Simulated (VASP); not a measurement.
Write the native input for VASP 6.6.1 that does the following.

| Item | Value |
| --- | --- |
| Task | single point |
| Functional | PBE |
| Potentials or basis | VASP PAW PBE potentials, release 64 (Cd, Te) |
| Cutoff | 520 eV |
| k mesh | 4 × 4 × 4 |
| Occupations | gaussian, width 0.02 eV |
| Spin | no spin polarisation |
| Further INCAR settings | ALGO = Normal; EDIFF = 1e-07 |

The structure of CdTe lies in POSCAR:

```
CdTe
1.0
    0.0000000000      3.2050000000      3.2050000000
    3.2050000000      0.0000000000      3.2050000000
    3.2050000000      3.2050000000      0.0000000000
Cd Te
1 1
Direct
    0.0000000000      0.0000000000      0.0000000000
    0.2500000000      0.2500000000      0.2500000000
```

These files were run (other wordings do the same):

INCAR

```
SYSTEM = CdTe
PREC = Accurate
ENCUT = 520
EDIFF = 1E-7
ISMEAR = 0
SIGMA = 0.02
LREAL = .False.
LASPH = .True.
NELM = 60
ALGO = Normal
ISIF = 2
LWAVE = .False.
LCHARG = .False.
GGA = PE
```

KPOINTS

```
regular mesh
0
Gamma
  4 4 4
  0 0 0
```

Potentials or basis: VASP PAW PBE potentials, release 64 (Cd, Te).

Run with:

```bash
$ cat potpaw_PBE.64/Cd/POTCAR potpaw_PBE.64/Te/POTCAR > POTCAR
$ mpirun -np 1 vasp_std > vasp.out
```

Results of the run:

```
Pressure               : 4.6 GPa
Band gap on the k mesh : 0.86 eV, direct
```

Caveat: the k mesh is coarse (spacing up to 0.42 Å⁻¹), so the values aren't converged; spin-orbit coupling is left out, which moves the levels of the heavy elements.

Wall time 5.6 s on 1 thread of Intel(R) Xeon(R) 6975P-C (Granite Rapids) (shared host), peak memory 0.2 GiB.
